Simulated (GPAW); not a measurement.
MgSe, 2 atoms in the cell. The structure is cubic, space group Fm-3m (No. 225). The conventional cell has a = 5.451 Å, b = 5.451 Å, c = 5.451 Å, α = 90.00°, β = 90.00°, γ = 90.00°. Around Se (site symmetry m-3m) lie 6 Mg at 2.73 Å. Mg (site symmetry m-3m) has 6 Se at 2.73 Å as nearest neighbours. 

* Program: GPAW 26.7.0
* Task: G0W0 quasiparticle levels
* Functional: PBE
* Potentials or basis: GPAW PAW data sets (gpaw-data 1.2.1)
* Cutoff: 600 eV
* Basis: pw
* k mesh: 4 × 4 × 4
* Occupations: fermi-dirac, width 0.001 eV
* Spin: no spin polarisation
* Response ecut: 250 eV
* Frequency: ppa
* Extrapolate: yes
* Qp bands: 2
* Integrate gamma: WS
* Maxiter: 150
* Vertex: none
* All k: no
* Response bands: 363

Potentials or basis: GPAW PAW data sets (gpaw-data 1.2.1), pw.

The run is started by

```bash
$ OMP_NUM_THREADS=1 python run.py
```

Hardware: 1 thread of Intel(R) Xeon(R) Platinum 8488C (Sapphire Rapids) (shared host).

Question: Estimate the wall time of this run.

Answer: Wall time 24 min on 1 thread of Intel(R) Xeon(R) Platinum 8488C (Sapphire Rapids) (shared host), peak memory 0.51 GiB. Counts: scf iterations 10, plane waves 1363, bands 16, k points 8.
